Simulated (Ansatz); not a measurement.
# ZrC (Fm-3m) in Ansatz: settings compared

The runs below take ZrC through band structure, single point, equation of state, with m-r2SCAN, BPBE.

Everything below comes from runs of Ansatz 0.2.0. Logs are shortened: lines on timing, memory, paths and dates and some standing lists are left out, and cuts for length are marked.

## (1) The structure

Symmetry: Fm-3m, No. 225, cubic system. Conventional cell: a = 4.730 Å, b = 4.730 Å, c = 4.730 Å, α = 90.00°, β = 90.00°, γ = 90.00°. Zr (site symmetry m-3m) is surrounded by 6 C at 2.37 Å. Around C (site symmetry m-3m) lie 6 Zr at 2.37 Å.

## (2) Band structure, m-r2SCAN

The input, input.yaml:

```yaml
crystal:
  lattice:
    - [0.0, 2.365, 2.365]
    - [2.365, 0.0, 2.365]
    - [2.365, 2.365, 0.0]
  atoms:
    - { symbol: Zr, position: [0.5, 0.5, 0.5] }
    - { symbol: C, position: [0.0, 0.0, 0.0] }
hamiltonian:
  xc: mr2scan
  pseudopotentials: { kind: paw }
kpoints:
  mp_grid: { grid: [10, 10, 10] }
  band_path:
    path:
      - [[0.0, 0.0, 0.0], [0.5, 0.0, 0.5], [0.5, 0.25, 0.75], [0.375, 0.375, 0.75], [0.0, 0.0, 0.0], [0.5, 0.5, 0.5], [0.625, 0.25, 0.625], [0.5, 0.25, 0.75], [0.5, 0.5, 0.5], [0.375, 0.375, 0.75]]
      - [[0.625, 0.25, 0.625], [0.5, 0.0, 0.5]]
    npoints: 14
scf:
  occupations: { method: fermi_dirac, width: 0.05 }
  n_extra_bands: 6
output:
  forces: true
  stress: true
  eigenvalues: true
  fatbands: true
```

Potentials or basis: Ansatz PAW.

The run is started by

```bash
> ansatz run input.yaml --threads 2 --pin off --max-ram 5120MiB --backend cpu --events-out ev --progress --plain --runs-dir out
```

Standard output:

```text
Warning: RAYON_NUM_THREADS=2 ignored (pool sized by the plan → 2); use --threads N
scf.n_extra_bands = 6 over 8 filled bands (N_el = 16.0): the run solves 14 bands
Engine: ansatz 0.2.0, aarch64-unknown-linux-gnu
Pseudopotentials: kind: paw
Pseudopotential: Zr, paw, valence charge 12, recommended cutoff 500 eV (meta_gga), Zr.paw.azcp
Pseudopotential: C, paw, valence charge 4, recommended cutoff 500 eV (meta_gga), C.paw.azcp
Functional definition: m-r2SCAN
  exchange = m_r2scan_x
  correlation = m_r2scan_c
Crystal: 2 atoms, lattice volume = 26.456 Å³
Basis set: ecut = 500 eV, 645 PW (Γ), exchange–correlation on 100×100×100 points (64 copies of the dense FFT grid, shifted against one another)
Bands: 14, of which v1, the nominal top of the filled ones, is band 8 counted from 1 (7 counted from 0)
Symmetry: 48 space group operations
Space group: Fm-3m (ITA 225), of the structure as read, at distance tolerance 3.0e-5 Å
k-points: 47 of 1000
Non-local potential: Zr, projectors of the file, l = 0: 3, l = 1: 2, l = 2: 2, l = 3: 2
Non-local potential: C, projectors of the file, l = 0: 2, l = 1: 2, l = 2: 1
PAW form: soft (Blöchl's): semilocal exchange-correlation on the pseudo side does not see the compensation charge
PAW frozen core: Zr, regenerated for the run's functional (the file was generated under x = pbe(κ = 0.804, μ = 0.2195149727645171), c = pbe(β = 0.06672455060314922))
PAW frozen core: C, regenerated for the run's functional (the file was generated under x = pbe(κ = 0.804, μ = 0.2195149727645171), c = pbe(β = 0.06672455060314922))
PAW one-centre angular grid: Zr, 590 points (default); XC on 160 Gauss nodes
PAW one-centre angular grid: C, 302 points (default); XC on 160 Gauss nodes
Initial density: superposition of atomic densities (neutral atoms: chi_scale 0, normalization atom), corrected by the library's trained network
Initial wavefunctions: pseudopotential atomic-orbital guess
Functional: x = mr2scan, c = mr2scan; τ floored in thin density (d = 2e-4 eV/Å³)
SCF iter   1: F=—  HF=-4448.664726 eV  |F-HF|=—  |Δ(HF+E_count)|=         —  Δρ=1.17e-2  dr2=5.01e-2  dr2_τ=1.16e-1  ethr=1.77e-3  ⟨swp⟩=5.3  Hψ=3359  notcnv=0  defer=3
preconditioner: auto → none  [insulator: Δε(μ)=0.133 eV  Ē_g=10.861 eV  σ=0.050 eV  W_gap=0.58  n_scr=8 (ndim 8)  ℏωp=20.4 eV  f_vac=0.000  D(μ)=0.21/eV (n_scr^D=0)  ε∞_Penn≈4.5]
SCF iter   2: F=—  HF=-4448.707617 eV  |F-HF|=—  |Δ(HF+E_count)|=   4.29e-2  Δρ=7.92e-3  dr2=1.42e-2  dr2_τ=4.08e-3  ethr=3.13e-4  ⟨swp⟩=2.0  Hψ=1445  notcnv=0  defer=59
SCF iter   3: F=—  HF=-4448.705286 eV  |F-HF|=—  |Δ(HF+E_count)|=   2.33e-3  Δρ=3.35e-3  dr2=1.86e-3  dr2_τ=1.28e-4  ethr=8.85e-5  ⟨swp⟩=2.0  Hψ=980  notcnv=0  defer=59
SCF iter   4: F=—  HF=-4448.705755 eV  |F-HF|=—  |Δ(HF+E_count)|=   4.70e-4  Δρ=1.03e-3  dr2=3.07e-4  dr2_τ=3.59e-5  ethr=1.16e-5  ⟨swp⟩=2.0  Hψ=784  notcnv=0  defer=59
SCF iter   5: F=—  HF=-4448.705703 eV  |F-HF|=—  |Δ(HF+E_count)|=   5.25e-5  Δρ=4.32e-4  dr2=6.91e-5  dr2_τ=1.23e-6  ethr=1.92e-6  ⟨swp⟩=1.2  Hψ=619  notcnv=0  defer=59
SCF iter   6: F=—  HF=-4448.705689 eV  |F-HF|=—  |Δ(HF+E_count)|=   1.37e-5  Δρ=5.62e-5  dr2=1.19e-6  dr2_τ=9.19e-9  ethr=4.32e-7  ⟨swp⟩=2.1  Hψ=733  notcnv=0  defer=59
SCF iter   7: F=-4448.705689 eV  HF=-4448.705689 eV  |F-HF|=1.69e-10  |Δ(HF+E_count)|=   1.74e-7  Δρ=2.58e-6  dr2=1.31e-9  dr2_τ=4.78e-10  ethr=6.25e-10  ⟨swp⟩=7.5  Hψ=3047  notcnv=0
SCF 1 converged in 7 iterations: F = -4448.705689 eV  dr2 = 1.31e-9
NSCF: frozen V_eff on 142 k-points
SCF converged after 7 iterations
Free energy (F): -4448.705689 eV
Harris-Foulkes:  -4448.705689 eV  (|F-HF|=1.69e-10)
Internal energy: -4448.703577 eV  (E = F + TS)
E sigma→0 (E₀):  -4448.704633 eV
Entropy (-TS):   -0.002112 eV (-1.056 meV/atom)
Fermi energy:    14.607795 eV
--- Per-component energies (eV) ---
  E_band       = -65.202856
  E_kinetic    = 420.970775
  E_local      = -602.597943  (includes V_loc(G=0)·N_el)
  E_nonlocal   = 103.353011
  E_hartree    = 180.463156
  E_xc         = -204.415430
  E_vxc        = -277.794567  (∫ρ·V_xc dr)
  E_paw        = -3070.423818  (= ΣΔE_a)
  E_vpaw       = -85.685167  (= ΣTr[D̂ρ^β])
  E_aug_tail   = 0.000015  (compensation charges beyond the density's cutoff)
  E_vtau       = 15.624925  (kinetic-family band-sum trace: ∫τ·v_τ [+ j·A + Jᵃ·Aᵃ] dr)
  E_ewald      = -1275.863827
  E_core_change = -0.189515  (= ΣΔE_core)
  E_smearing   = -0.002112  (= −TS)
  E_closure    = 0.000000  (closes the sum)
  Σ components = -4448.705689   (vs F -4448.705689, Δ=0.00e0)
--- Forces (eV/Å), atoms counted from 1 ---
  atom   1  Zr     0.00000000     0.00000000     0.00000000
  atom   2  C     -0.00000000     0.00000000     0.00000000
  max |Σ_I F_I| component: 2.01e-29 eV/Å
--- Stress (GPa, compression-positive) ---
       -2.608889      -0.000000      -0.000000
       -0.000000      -2.608889       0.000000
        0.000000       0.000000      -2.608889
  P = ⅓ Tr σ = -2.6089 GPa (-26.089 kbar)
--- Band table (eV; the first three rows and the last of 47) ---
  k-point 0: bands = ["-35.3157", "-12.3269", "-12.3269", "-12.3269", "2.6203", "15.5077", "15.5077", "15.5077", "15.8916", "15.8916", "15.8916", "17.4883", "17.4883", "22.3119"]
  k-point 1: bands = ["-35.3064", "-12.4117", "-12.3340", "-12.3340", "2.8447", "14.2421", "14.4980", "14.4980", "16.2463", "16.2463", "16.6524", "18.6212", "18.6212", "22.8089"]
  k-point 2: bands = ["-35.2820", "-12.6273", "-12.3523", "-12.3523", "3.4620", "12.5893", "13.2677", "13.2677", "16.9070", "16.9070", "17.2568", "20.5553", "20.5553", "23.8216"]
  k-point 46: bands = ["-35.1852", "-12.8804", "-12.7486", "-12.6202", "4.3690", "12.0494", "12.1680", "12.2282", "17.1684", "18.9208", "20.4367", "21.3295", "22.1383", "27.9875"]
```

fatbands.tsv:

```text
# ik	k_distance	band	e_minus_ef	zr0_l0_4S	zr0_l0_5S	zr0_l1_4P	zr0_l2_4D	c1_l0_2S	c1_l1_2P
# fermi_ev = 14.607795
# lock_threshold_ev = 1e-12
# [0, 0, 0] at k_distance = 0.000000
# [0.5, 0, 0.5] at k_distance = 1.328369
# [0.5, 0.25, 0.75] at k_distance = 1.992553
# [0.375, 0.375, 0.75] at k_distance = 2.462203
# [0, 0, 0] at k_distance = 3.871151
# [0.5, 0.5, 0.5] at k_distance = 5.021552
# [0.625, 0.25, 0.625] at k_distance = 5.835009
# [0.5, 0.25, 0.75] at k_distance = 6.304658
# [0.5, 0.5, 0.5] at k_distance = 7.243957
# [0.375, 0.375, 0.75] at k_distance = 8.057413
# [0.625, 0.25, 0.625] at k_distance = 8.057413
# [0.5, 0, 0.5] at k_distance = 8.527063
# jumps = 127
# n_points = 142
0	0.000000	0	-49.923467	0.909380	0.085139	0.000000	0.000000	0.005457	0.000000
0	0.000000	1	-26.934732	0.000000	0.000000	0.989459	0.000000	0.000000	0.010515
0	0.000000	2	-26.934732	0.000000	0.000000	0.989459	0.000000	0.000000	0.010515
0	0.000000	3	-26.934732	0.000000	0.000000	0.989459	0.000000	0.000000	0.010515
0	0.000000	4	-11.987451	0.073560	0.527725	0.000000	0.000000	0.398359	0.000000
0	0.000000	5	0.899908	0.000000	0.000000	0.010314	0.000000	0.000000	0.965625
[... 1981 lines left out ...]
141	8.527063	12	8.044994	0.012807	0.050698	0.000000	0.527827	0.395456	0.000000
141	8.527063	13	11.020296	0.031778	0.871062	0.000000	0.007305	0.067504	0.000000
```

Wall time 2.4 s (2 threads of Arm Neoverse V2, shared host); peak memory 0.33 GiB.

Results:

```
Free energy            : -4448.7057 eV
Pressure               : -2.6 GPa
Band gap on the k mesh : none (metal or under the smearing width)
```

Levels at the corners of the path, in eV from the Fermi level:
| point | band 5 | band 6 | band 7 | band 8 | band 9 | band 10 | band 11 | band 12 |
| --- | --- | --- | --- | --- | --- | --- | --- | --- |
| Γ | -11.99 | 0.90 | 0.90 | 0.90 | 1.28 | 1.28 | 1.28 | 2.88 |
| X | -10.84 | -2.25 | -1.59 | -0.03 | -0.03 | 4.49 | 5.82 | 5.82 |
| W | -10.16 | -2.77 | -2.44 | -2.44 | 3.47 | 3.47 | 5.83 | 7.13 |
| K | -10.23 | -3.12 | -2.43 | -1.70 | 1.65 | 5.06 | 5.59 | 7.48 |
| Γ | -11.99 | 0.90 | 0.90 | 0.90 | 1.28 | 1.28 | 1.28 | 2.88 |
| L | -8.97 | -5.41 | -3.07 | -3.07 | 4.68 | 4.68 | 5.57 | 6.86 |
| U | -10.23 | -3.12 | -2.43 | -1.70 | 1.65 | 5.06 | 5.59 | 7.48 |
| W | -10.16 | -2.77 | -2.44 | -2.44 | 3.47 | 3.47 | 5.83 | 7.13 |
| L | -8.97 | -5.41 | -3.07 | -3.07 | 4.68 | 4.68 | 5.57 | 6.86 |
| K | -10.23 | -3.12 | -2.43 | -1.70 | 1.65 | 5.06 | 5.59 | 7.48 |
| U | -10.23 | -3.12 | -2.43 | -1.70 | 1.65 | 5.06 | 5.59 | 7.48 |
| X | -10.84 | -2.25 | -1.59 | -0.03 | -0.03 | 4.49 | 5.82 | 5.82 |

Caveat: the PAW data sets come from PBE, with cores solved anew for the run's functional, which leaves a small shift of forces and pressure.

## (3) Single point, BPBE, 12.43 Å³/atom (volume scaled by 0.94)

The input, input.yaml:

```yaml
crystal:
  lattice:
    - [0.0, 2.3167211471, 2.3167211471]
    - [2.3167211471, 0.0, 2.3167211471]
    - [2.3167211471, 2.3167211471, 0.0]
  atoms:
    - { symbol: Zr, position: [0.5, 0.5, 0.5] }
    - { symbol: C, position: [0.0, 0.0, 0.0] }
hamiltonian:
  xc: { exchange: b88, correlation: pbe }
  pseudopotentials: { kind: paw }
kpoints:
  mp_grid: { grid: [10, 10, 10] }
scf:
  occupations: { method: fermi_dirac, width: 0.05 }
output:
  forces: true
  stress: true
  eigenvalues: true
  write_density: true
  write_potential: true
  elf: true
  volumetric_format: npy
```

Potentials or basis: Ansatz PAW.

The run is started by

```bash
> ansatz run input.yaml --threads 2 --pin off --max-ram 5120MiB --backend cpu --events-out ev --progress --plain --runs-dir out
```

Standard output:

```text
Warning: RAYON_NUM_THREADS=2 ignored (pool sized by the plan → 2); use --threads N
Engine: ansatz 0.2.0, aarch64-unknown-linux-gnu
Pseudopotentials: kind: paw
Pseudopotential: Zr, paw, valence charge 12, recommended cutoff 420 eV (normal), Zr.paw.azcp
Pseudopotential: C, paw, valence charge 4, recommended cutoff 420 eV (normal), C.paw.azcp
Functional definition: unnamed
  exchange = b88_x
  correlation = pbe_c
Crystal: 2 atoms, lattice volume = 24.869 Å³
Basis set: ecut = 420 eV, 531 PW (Γ), exchange–correlation on 48×48×48 points (8 copies of the dense FFT grid, shifted against one another)
Bands: 12, of which v1, the nominal top of the filled ones, is band 8 counted from 1 (7 counted from 0)
Symmetry: 48 space group operations
Space group: Fm-3m (ITA 225), of the structure as read, at distance tolerance 2.9e-5 Å
k-points: 47 of 1000
Non-local potential: Zr, projectors of the file, l = 0: 3, l = 1: 2, l = 2: 2, l = 3: 2
Non-local potential: C, projectors of the file, l = 0: 2, l = 1: 2, l = 2: 1
PAW form: soft (Blöchl's): semilocal exchange-correlation on the pseudo side does not see the compensation charge
PAW frozen core: Zr, regenerated for the run's functional, and the local potential with it (the file was generated under x = pbe(κ = 0.804, μ = 0.2195149727645171), c = pbe(β = 0.06672455060314922))
[... 32 lines left out ...]
  E_vpaw       = -86.167516  (= ΣTr[D̂ρ^β])
  E_aug_tail   = 0.000033  (compensation charges beyond the density's cutoff)
  E_ewald      = -1302.451939
  E_core_change = -0.021337  (= ΣΔE_core)
  E_smearing   = -0.002337  (= −TS)
  E_closure    = 0.000000  (closes the sum)
  Σ components = -4451.490249   (vs F -4451.490249, Δ=0.00e0)
--- Forces (eV/Å), atoms counted from 1 ---
  atom   1  Zr     0.00000000     0.00000000    -0.00000000
  atom   2  C     -0.00000000     0.00000000    -0.00000000
  max |Σ_I F_I| component: 3.03e-29 eV/Å
--- Stress (GPa, compression-positive) ---
       11.774394       0.000000      -0.000000
       -0.000000      11.774394       0.000000
       -0.000000       0.000000      11.774394
  P = ⅓ Tr σ = 11.7744 GPa (117.744 kbar)
--- Band table (eV; the first three rows and the last of 47) ---
  k-point 0: bands = ["-32.3922", "-10.0708", "-10.0708", "-10.0708", "4.1127", "16.5150", "16.5150", "16.5150", "16.6740", "16.6740", "16.6740", "18.4969"]
  k-point 1: bands = ["-32.3805", "-10.1739", "-10.0795", "-10.0795", "4.3548", "15.1770", "15.4666", "15.4666", "17.0640", "17.0640", "17.5236", "19.6503"]
  k-point 2: bands = ["-32.3499", "-10.4347", "-10.1020", "-10.1020", "5.0165", "13.5547", "14.2280", "14.2280", "17.7512", "17.7512", "18.1297", "21.6168"]
  k-point 46: bands = ["-32.2278", "-10.7451", "-10.5843", "-10.4254", "5.9077", "13.0545", "13.2209", "13.2875", "18.0662", "19.8508", "21.5381", "22.5591"]
```

v_z.tsv:

```text
# z_ang	v_es[eV]	v_tot[eV]
# format = ansatz-planar-average/11
# xc	{"exchange":"b88","correlation":"pbe","exx":null}
# density_cutoff_ev	1680
# datasets	Zr=:simpson_from_first_knot:soft:shift=-164302	C=:simpson_from_first_knot:soft:shift=12952
# lattice	0.000000000	2.316721147	2.316721147
# lattice	2.316721147	0.000000000	2.316721147
# lattice	2.316721147	2.316721147	0.000000000
# sites	2
# site	40	2.316721147	2.316721147	2.316721147
# site	6	0.000000000	0.000000000	0.000000000
0.000000	7.910171e0	-3.964104e0
0.136514	8.142457e0	-3.692057e0
0.273028	8.718689e0	-3.044942e0
0.409542	9.355392e0	-2.390788e0
0.546056	9.715715e0	-2.103194e0
0.682571	9.412805e0	-2.559658e0
[... 16 lines left out ...]
3.003310	8.718689e0	-3.044942e0
3.139824	8.142457e0	-3.692057e0
```

It took 0.72 s on 2 threads of Arm Neoverse V2, shared host; peak memory 0.26 GiB.

Results:

- Free energy: -4451.4902 eV
- Pressure: 11.8 GPa
- Band gap on the k mesh: none (metal or under the smearing width)

Caveat: the PAW data sets come from PBE, with cores solved anew for the run's functional, which leaves a small shift of forces and pressure.

## (4) Single point, BPBE, 12.70 Å³/atom (volume scaled by 0.96)

The input, input.yaml:

```yaml
crystal:
  lattice:
    - [0.0, 2.3330366223, 2.3330366223]
    - [2.3330366223, 0.0, 2.3330366223]
    - [2.3330366223, 2.3330366223, 0.0]
  atoms:
    - { symbol: Zr, position: [0.5, 0.5, 0.5] }
    - { symbol: C, position: [0.0, 0.0, 0.0] }
hamiltonian:
  xc: { exchange: b88, correlation: pbe }
  pseudopotentials: { kind: paw }
kpoints:
  mp_grid: { grid: [10, 10, 10] }
scf:
  occupations: { method: fermi_dirac, width: 0.05 }
output:
  forces: true
  stress: true
  eigenvalues: true
```

The run is started by

```bash
> ansatz run input.yaml --threads 2 --pin off --max-ram 5120MiB --backend cpu --events-out ev --progress --plain --runs-dir out
```

Run time: 0.58 s. Hardware: 2 threads of Arm Neoverse V2, shared host; peak memory 0.25 GiB.

Results (log left out):

* Free energy: -4451.5200 eV
* Pressure: 6.3 GPa
* Band gap on the k mesh: none (metal or under the smearing width)

Caveat: the PAW data sets come from PBE, with cores solved anew for the run's functional, which leaves a small shift of forces and pressure.

## (5) Single point, BPBE, 12.96 Å³/atom (volume scaled by 0.98)

Changes to input.yaml since step 4:

```diff
@@ -2,5 +2,5 @@
   lattice:
-    - [0.0, 2.3330366223, 2.3330366223]
-    - [2.3330366223, 0.0, 2.3330366223]
-    - [2.3330366223, 2.3330366223, 0.0]
+    - [0.0, 2.3491270385, 2.3491270385]
+    - [2.3491270385, 0.0, 2.3491270385]
+    - [2.3491270385, 2.3491270385, 0.0]
   atoms:
@@ -19 +19,5 @@
   eigenvalues: true
+  write_density: true
+  write_potential: true
+  elf: true
+  volumetric_format: npy
```

The run is started by

```bash
> ansatz run input.yaml --threads 2 --pin off --max-ram 5120MiB --backend cpu --events-out ev --progress --plain --runs-dir out
```

It took 0.71 s on 2 threads of Arm Neoverse V2, shared host; peak memory 0.26 GiB.

The run converged. Its results:

```
Free energy            : -4451.5327 eV
Pressure               : 1.4 GPa
Band gap on the k mesh : none (metal or under the smearing width)
```

Caveat: the PAW data sets come from PBE, with cores solved anew for the run's functional, which leaves a small shift of forces and pressure.

## (6) Single point, BPBE, 13.23 Å³/atom

Changes to input.yaml since step 5:

```diff
@@ -2,5 +2,5 @@
   lattice:
-    - [0.0, 2.3491270385, 2.3491270385]
-    - [2.3491270385, 0.0, 2.3491270385]
-    - [2.3491270385, 2.3491270385, 0.0]
+    - [0.0, 2.365, 2.365]
+    - [2.365, 0.0, 2.365]
+    - [2.365, 2.365, 0.0]
   atoms:
```

Potentials or basis: Ansatz PAW.

The run is started by

```bash
> ansatz run input.yaml --threads 2 --pin off --max-ram 5120MiB --backend cpu --events-out ev --progress --plain --runs-dir out
```

Run time: 0.71 s. Hardware: 2 threads of Arm Neoverse V2, shared host; peak memory 0.26 GiB.

The run converged. Its results:

* Free energy: -4451.5300 eV
* Pressure: -3.0 GPa
* Band gap on the k mesh: none (metal or under the smearing width)

Caveat: the PAW data sets come from PBE, with cores solved anew for the run's functional, which leaves a small shift of forces and pressure.

## (7) Single point, BPBE, 13.49 Å³/atom (volume scaled by 1.02)

Changes to input.yaml since step 6:

```diff
@@ -2,5 +2,5 @@
   lattice:
-    - [0.0, 2.365, 2.365]
-    - [2.365, 0.0, 2.365]
-    - [2.365, 2.365, 0.0]
+    - [0.0, 2.3806627081, 2.3806627081]
+    - [2.3806627081, 0.0, 2.3806627081]
+    - [2.3806627081, 2.3806627081, 0.0]
   atoms:
@@ -19,5 +19 @@
   eigenvalues: true
-  write_density: true
-  write_potential: true
-  elf: true
-  volumetric_format: npy
```

The run is started by

```bash
> ansatz run input.yaml --threads 2 --pin off --max-ram 5120MiB --backend cpu --events-out ev --progress --plain --runs-dir out
```

Run time: 0.57 s. Hardware: 2 threads of Arm Neoverse V2, shared host; peak memory 0.25 GiB.

It converged, with:

| Item | Value |
| --- | --- |
| Free energy | -4451.5135 eV |
| Pressure | -7.0 GPa |
| Band gap on the k mesh | none (metal or under the smearing width) |

Caveat: the PAW data sets come from PBE, with cores solved anew for the run's functional, which leaves a small shift of forces and pressure.

## (8) Single point, BPBE, 13.76 Å³/atom (volume scaled by 1.04)

Changes to input.yaml since step 7:

```diff
@@ -2,5 +2,5 @@
   lattice:
-    - [0.0, 2.3806627081, 2.3806627081]
-    - [2.3806627081, 0.0, 2.3806627081]
-    - [2.3806627081, 2.3806627081, 0.0]
+    - [0.0, 2.39612199, 2.39612199]
+    - [2.39612199, 0.0, 2.39612199]
+    - [2.39612199, 2.39612199, 0.0]
   atoms:
```

The run is started by

```bash
> ansatz run input.yaml --threads 2 --pin off --max-ram 5120MiB --backend cpu --events-out ev --progress --plain --runs-dir out
```

Run time: 0.58 s. Hardware: 2 threads of Arm Neoverse V2, shared host; peak memory 0.25 GiB.

Results (log left out):

* Free energy: -4451.4844 eV
* Pressure: -10.6 GPa
* Band gap on the k mesh: none (metal or under the smearing width)

Caveat: the PAW data sets come from PBE, with cores solved anew for the run's functional, which leaves a small shift of forces and pressure.

## (9) Single point, BPBE, 14.02 Å³/atom (volume scaled by 1.06)

Changes to input.yaml since step 8:

```diff
@@ -2,5 +2,5 @@
   lattice:
-    - [0.0, 2.39612199, 2.39612199]
-    - [2.39612199, 0.0, 2.39612199]
-    - [2.39612199, 2.39612199, 0.0]
+    - [0.0, 2.411384325, 2.411384325]
+    - [2.411384325, 0.0, 2.411384325]
+    - [2.411384325, 2.411384325, 0.0]
   atoms:
@@ -19 +19,5 @@
   eigenvalues: true
+  write_density: true
+  write_potential: true
+  elf: true
+  volumetric_format: npy
```

Potentials or basis: Ansatz PAW.

The run is started by

```bash
> ansatz run input.yaml --threads 2 --pin off --max-ram 5120MiB --backend cpu --events-out ev --progress --plain --runs-dir out
```

It took 0.72 s on 2 threads of Arm Neoverse V2, shared host; peak memory 0.26 GiB.

The run converged. Its results:

```yaml
Free_energy: -4451.4440 eV
Pressure: -13.8 GPa
Band_gap_on_the_k_mesh: none (metal or under the smearing width)
```

Caveat: the PAW data sets come from PBE, with cores solved anew for the run's functional, which leaves a small shift of forces and pressure.

## (10) Equation of state, BPBE

No new run: the results of the series are fitted here.

What came out:

```
Equilibrium volume                      : 13.05 Å³/atom
Bulk modulus                            : 222 GPa
Pressure derivative of the bulk modulus : 4.1
```

Energy against volume, from the lowest point:
| volume (Å³/atom) | energy (meV/atom) |
| --- | --- |
| 12.434 | 21.23 |
| 12.699 | 6.36 |
| 12.963 | 0.00 |
| 13.228 | 1.35 |
| 13.493 | 9.63 |
| 13.757 | 24.17 |
| 14.022 | 44.38 |

Caveat: the potentials were made for another functional, which shifts forces and pressure.
